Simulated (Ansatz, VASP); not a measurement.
# SrO: VASP beside Ansatz

```xyz
2
Lattice="0.0000 2.5663 2.5663 2.5663 0.0000 2.5663 2.5663 2.5663 0.0000" Properties=species:S:1:pos:R:3 pbc="T T T"
Sr    2.5663    2.5663    2.5663
O     0.0000    0.0000    0.0000
```

Alike in both runs: functional BLYP; k mesh 9 × 9 × 9; occupations fermi-dirac, width 0.05 eV; no spin polarisation.

```csv
,VASP,Ansatz
version,VASP 6.6.1,Ansatz 0.2.0
potentials or method,"VASP PAW PBE potentials, release 64 (Sr_sv, O), cutoff 520 eV","all-electron LAPW, scalar-relativistic"
task,single point,band structure
```

|  | VASP | Ansatz | Ansatz less VASP |
| --- | --- | --- | --- |
| gap on the k mesh at the Fermi level (eV) | 3.45 | 3.51 | +0.058 |
| least direct gap on the mesh (eV) | 3.54 | 3.58 | +0.048 |
| pressure (GPa) | 6.9 | 6.2 | -0.65 |

Ansatz ran all-electron here, so the differences hold the error of VASP's frozen core and of both bases.

Caveats: the PAW data sets were made with another functional, which shifts forces and pressure a little (VASP); an odd mesh through Γ misses points on the zone boundary, where band edges often lie (VASP). BLYP gaps usually lie below the measured ones, often by a third to a half.
